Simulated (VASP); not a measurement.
# Pd (P6_3/mmc) in VASP: notebook

The runs below take Pd through single point, with PBE.

All numbers are computed with VASP 6.6.1; they aren't measurements. Logs are shortened: lines on timing, memory, paths and dates and some standing lists are left out, and cuts for length are marked.

## (1) The structure

It takes space group P6_3/mmc (No. 194, hexagonal). Conventional cell: a = 2.784 Å, b = 2.784 Å, c = 4.629 Å, α = 90.00°, β = 90.00°, γ = 120.00°. Pd (site symmetry -6m2) is surrounded by 12 Pd at 2.78 to 2.82 Å.

This isn't the form of Pd at room conditions, which is fcc.

## (2) Single point, PBE

The input, INCAR:

```
SYSTEM = Pd
PREC = Accurate ; ENCUT = 400
EDIFF = 1E-6 ; ISMEAR = -1
SIGMA = 0.1 ; LREAL = .FALSE.
LASPH = .TRUE. ; NELM = 100
ALGO = Normal ; ISIF = 2
LWAVE = .FALSE. ; LCHARG = .FALSE.
GGA = PE ; ADDGRID = .FALSE.
```

The input, KPOINTS:

```
Automatic mesh
0
G
  20 20 11
  0 0 0
```

The input, POSCAR:

```
Pd
1.0
    2.7836650458      0.0000000000      0.0000000000
   -1.3918325229      2.4107246453      0.0000000000
    0.0000000000      0.0000000000      4.6288930000
Pd
2
Direct
    0.3333333333      0.6666666667      0.2500000000
    0.6666666667      0.3333333333      0.7500000000
```

Potentials or basis: VASP PAW PBE potentials, release 64 (Pd).

On the command line:

```sh
cat potpaw_PBE.64/Pd/POTCAR > POTCAR
mpirun -np 1 vasp_std > vasp.out
```

OUTCAR:

```text
SYSTEM = Pd
   PREC = Accurate
   ENCUT = 400
   EDIFF = 1E-6
   ISMEAR = -1
   LREAL = .FALSE.
   LASPH = .TRUE.
   NELM = 100
   ISIF = 2
   GGA = PE

 Found    264 irreducible k-points:

 Following reciprocal coordinates:
            Coordinates               Weight
  0.000000  0.000000  0.000000      1.000000
  0.050000  0.000000  0.000000      6.000000
  0.100000  0.000000  0.000000      6.000000
  0.150000  0.000000  0.000000      6.000000
  0.200000  0.000000  0.000000      6.000000
  0.250000  0.000000  0.000000      6.000000
   k-points           NKPTS =    264   k-points in BZ     NKDIM =    264   number of bands    NBANDS=     14
   number of dos      NEDOS =    301   number of ions     NIONS =      2
   total plane-waves  NPLWV =   9720
   dimension x,y,z NGX =    18 NGY =   18 NGZ =   30
   dimension x,y,z NGXF=    36 NGYF=   36 NGZF=   60
   ions per type =               2
   NGX,Y,Z   is equivalent  to a cutoff of  10.75, 10.75, 10.77 a.u.
   NGXF,Y,Z  is equivalent  to a cutoff of  21.50, 21.50, 21.55 a.u.
 SYSTEM =  Pd
   PREC   = accura    normal or accurate (medium, high low for compatibility)
   ISTART =      0    job   : 0-new  1-cont  2-samecut
   ICHARG =      2    charge: 1-file 2-atom 10-const
   ISPIN  =      1    spin polarized calculation?
   LNONCOLLINEAR =      F non collinear calculations
   LSORBIT =      F    spin-orbit coupling
   LASPH  =      T    aspherical Exc in radial PAW
   ENCUT  =  400.0 eV  29.40 Ry    5.42 a.u.   4.54  4.54  7.55*2*pi/ulx,y,z
   NELM   =    100;   NELMIN=  2; NELMDL= -5     # of ELM steps
   EDIFF  = 0.1E-05   stopping-criterion for ELM
   LREAL  =      F    real-space projection
   EDIFFG = 0.1E-04   stopping-criterion for IOM
   NSW    =      0    number of steps for IOM
   IBRION =     -1    ionic relax: 0-MD 1-quasi-New 2-CG
   NFREE  =      0    steps in history (QN), initial steepest desc. (CG)
   ISIF   =      2    stress and relaxation
   ISYM   =      2    0-nonsym 1-usesym 2-fastsym
   POTIM  = 0.5000    time-step for ionic-motion
   TEBEG  =    0.0;   TEEND  =   0.0 temperature during run
   PSTRESS=    0.0 pullay stress
   NELECT =      20.0000    total number of electrons
   NUPDOWN=      -1.0000    fix difference up-down
   EMIN   =  10.00;   EMAX   =-10.00  energy-range for DOS
   EFERMI =   0.00;   METHOD = LEGACY
   ISMEAR =    -1;   SIGMA  =   0.10  broadening in eV -4-tet -1-fermi 0-gaus
   EFERMI_NEDOS =   21; number of points for ismear=-14 and -15
   IALGO  =     38    algorithm
   IMIX   =      4    mixing-type and parameters
     AMIX     =   0.40;   BMIX     =  1.00
     AMIX_MAG =   1.60;   BMIX_MAG =  1.00
  volume/ion in A,a.u.               =      15.53       104.81
  Fermi-wavevector in a.u.,A,eV,Ry     =   1.413636  2.671385 27.189429  1.998367
  Thomas-Fermi vector in A             =   2.535261
   LORBIT       =      0    0 simple, 1 ext, 2 COOP (PROOUT), +10 PAW based schemes
   GGA     = PE    functional components
   LHFCALC =     F    Hartree Fock is set to
   AEXX    =    0.0000 exact exchange contribution
   IVDW    =     0    specifies the selected vdW correction
   LEPSILON=     F    determine dielectric tensor
   LRPA    =     F    only Hartree local field effects (RPA)
 non-spin polarized calculation
  energy-cutoff  :      400.00
  volume of cell :       31.06
 maximum number of plane-waves:       586
   NGX =  9   NGY =  9   NGZ = 15

 number of electron      19.9999992 magnetization

 Free energy of the ion-electron system (eV)
  ---------------------------------------------------
  ext. energy  EPLUGINS =         0.00000000
  ---------------------------------------------------
  free energy    TOTEN  =       -10.44891814 eV

  energy without entropy =      -10.30500102  energy(sigma->0) =      -10.37695958

 E-fermi :   8.9654     XC(G=0): -12.8630

 val. band max:        8.9638509677   @ k =   0.4000   0.0500   0.4545
 cond. band min:       8.9667199364   @ k =   0.4000   0.0500   0.2727
 fundamental gap:      0.0028689688
 Fermi energy:         8.9654207720

 k-point     1 :       0.0000    0.0000    0.0000
  band No.  band energies     occupation
      1       2.1888      2.00000
      2       4.0219      2.00000
      3       6.2310      2.00000
      4       6.4217      2.00000
      5       6.4217      2.00000
      6       6.7485      2.00000
      7       6.7485      2.00000
      8       7.3834      2.00000
      9       7.3834      2.00000
     10       8.7130      1.85159
     11       8.7130      1.85159
     12       9.9170      0.00015
     13      15.5916      0.00000
     14      26.0135      0.00000

 k-point     2 :       0.0500    0.0000    0.0000
  band No.  band energies     occupation
      1       2.2676      2.00000
      2       4.0781      2.00000
      3       6.1794      2.00000
      4       6.4653      2.00000
      5       6.4731      2.00000
      6       6.7227      2.00000
      7       6.7961      2.00000
      8       7.3287      2.00000
      9       7.3510      2.00000
     10       8.3462      1.99592
     11       8.7273      1.83073
     12      10.3790      0.00000
     13      15.5944      0.00000
     14      26.0333      0.00000

 k-point     3 :       0.1000    0.0000    0.0000
  band No.  band energies     occupation
      1       2.4987      2.00000
      2       4.2357      2.00000
      3       6.0586      2.00000
      4       6.5498      2.00000
      5       6.6245      2.00000
      6       6.6784      2.00000
      7       6.9358      2.00000
      8       7.1244      2.00000
      9       7.2610      2.00000
     10       7.8246      1.99998
     11       8.7641      1.76433
     12      11.2280      0.00000
     13      15.6060      0.00000
     14      25.8792      0.00000
[... 18 lines left out ...]
 k-point     5 :       0.2000    0.0000    0.0000
  band No.  band energies     occupation
      1       3.3252      2.00000
      2       4.6487      2.00000
      3       5.8385      2.00000
      4       6.2097      2.00000
      5       6.4038      2.00000
      6       6.9833      2.00000
      7       7.0933      2.00000
      8       7.1893      2.00000
      9       7.2782      2.00000
     10       7.4529      2.00000
     11       8.8562      1.49755
     12      13.2133      0.00000
     13      15.6994      0.00000
     14      23.2305      0.00000

 k-point     6 :       0.2500    0.0000    0.0000
  band No.  band energies     occupation
      1       3.8070      2.00000
      2       4.6987      2.00000
      3       5.7403      2.00000
      4       5.9225      2.00000
      5       6.3761      2.00000
      6       6.8322      2.00000
      7       7.1015      2.00000
      8       7.4927      2.00000
      9       7.5666      2.00000
     10       7.7961      1.99998
     11       8.8943      1.34114
     12      14.2764      0.00000
     13      15.8177      0.00000
     14      21.4302      0.00000

 [... further k-points ...]
[... 5 lines left out ...]
  --------------------------------------------------------------------------------------
  -------------------------------------------------------------------------------------
  Total       -0.3272445     -0.3272445     -0.3449501     -0.0000000      0.0000000      0.0000000
  in kB      -16.8787868    -16.8787868    -17.7920134     -0.0000000      0.0000000      0.0000000
  external PRESSURE =     -17.1831957 kB  Pullay stress =       0.0000000 kB

 VOLUME and BASIS-vectors are now :
 -----------------------------------------------------------------------------
  energy-cutoff  :      400.00
  volume of cell :       31.06
      direct lattice vectors                 reciprocal lattice vectors
     2.783665046  0.000000000  0.000000000     0.359238624  0.207406516  0.000000000
    -1.391832523  2.410724645  0.000000000     0.000000000  0.414813032  0.000000000
     0.000000000  0.000000000  4.628893000     0.000000000  0.000000000  0.216034374

 POSITION                                       TOTAL-FORCE (eV/Angst)
 -----------------------------------------------------------------------------------
     -0.00000      1.60715      1.15722         0.000000     -0.000000      0.000000
      1.39183      0.80357      3.47167        -0.000000      0.000000      0.000000
 -----------------------------------------------------------------------------------
    total drift:                               -0.000000      0.000000     -0.000000

  FREE ENERGIE OF THE ION-ELECTRON SYSTEM (eV)
  ---------------------------------------------------
  free  energy   TOTEN  =       -10.4489181384 eV

  energy  without entropy=      -10.3050010176  energy(sigma->0) =      -10.37695958
```

OSZICAR:

```text
N       E                     dE             d eps       ncg     rms          rms(c)
DAV:   1     0.907857166996E+02    0.90786E+02   -0.91544E+03  7416   0.113E+03
DAV:   2    -0.963240735442E+01   -0.10042E+03   -0.95778E+02  7986   0.254E+02
DAV:   3    -0.109560812746E+02   -0.13237E+01   -0.13145E+01  8964   0.339E+01
DAV:   4    -0.109635866996E+02   -0.75054E-02   -0.75049E-02  8508   0.240E+00
DAV:   5    -0.109637044571E+02   -0.11776E-03   -0.11776E-03  8928   0.325E-01    0.957E+00
DAV:   6    -0.104702701817E+02    0.49343E+00   -0.14586E+00  7680   0.132E+01    0.471E+00
DAV:   7    -0.104541613300E+02    0.16109E-01   -0.93707E-03  8574   0.828E-01    0.241E+00
DAV:   8    -0.104489057092E+02    0.52556E-02   -0.14397E-03  7932   0.319E-01    0.710E-02
DAV:   9    -0.104489099266E+02   -0.42174E-05   -0.24981E-05  9084   0.465E-02    0.170E-02
DAV:  10    -0.104489187330E+02   -0.88064E-05   -0.39397E-06  8214   0.200E-02    0.605E-03
DAV:  11    -0.104489181384E+02    0.59458E-06   -0.12949E-07  4602   0.436E-03
   1 F= -.10448918E+02 E0= -.10376960E+02  d E =-.143917E+00
```

Wall time 23 s (1 thread of AMD EPYC 9R45 (Zen 5), shared host); peak memory 0.15 GiB.

The run converged, but some of its settings lie outside the range that counts as converged, so its numbers aren't taken as properties of the crystal.

What came out:

```
Free energy            : -10.4489 eV
Pressure               : -1.7 GPa
Band gap on the k mesh : none (metal or under the smearing width)
```

## (3) Single point, PBE

INCAR is that of step 2.

KPOINTS is that of step 2.

The input, POSCAR:

```
Pd
1.0
    2.7836650458      0.0000000000      0.0000000000
   -1.3918325229      2.4107246453      0.0000000000
    0.0000000000      0.0000000000      4.6288930000
Pd
2
Direct
    0.3690330000      0.6707680000      0.2457130000
    0.7034100000      0.3270270000      0.7475630000
```

Potentials or basis: VASP PAW PBE potentials, release 64 (Pd).

On the command line:

```sh
cat potpaw_PBE.64/Pd/POTCAR > POTCAR
mpirun -np 1 vasp_std > vasp.out
```

Wall time 3.4 min (1 thread of AMD EPYC 9R45 (Zen 5), shared host); peak memory 0.6 GiB.

These settings aren't checked as converged: the numbers below hold their error.

Results:

| Quantity | Value |
| --- | --- |
| Free energy | -10.4481 eV |
| Pressure | -1.7 GPa |
| Largest force | 0.075 eV/Å |
| Band gap on the k mesh | none (metal or under the smearing width) |

## (4) Single point, PBE

Changes to INCAR since step 3:

```diff
@@ -3,3 +3,3 @@
 EDIFF = 1E-6 ; ISMEAR = -1
-SIGMA = 0.1 ; LREAL = .FALSE.
+SIGMA = 0.05 ; LREAL = .FALSE.
 LASPH = .TRUE. ; NELM = 100
```

KPOINTS is that of step 3.

The input, POSCAR:

```
Pd
1.0
    2.7836650458      0.0000000000      0.0000000000
   -1.3918325229      2.4107246453      0.0000000000
    0.0000000000      0.0000000000      4.6288930000
Pd
2
Direct
    0.3333333333      0.6666666667      0.2500000000
    0.6666666667      0.3333333333      0.7500000000
```

On the command line:

```sh
cat potpaw_PBE.64/Pd/POTCAR > POTCAR
mpirun -np 1 vasp_std > vasp.out
```

Run time: 26 s. Hardware: 1 thread of AMD EPYC 9R45 (Zen 5), shared host; peak memory 0.15 GiB.

The run converged, but some of its settings lie outside the range that counts as converged, so its numbers aren't taken as properties of the crystal.

Results:

```yaml
Free_energy: -10.3889 eV
Pressure: -2.0 GPa
Band_gap_on_the_k_mesh: none (metal or under the smearing width)
```

(Part 1 of 2 ends here.)
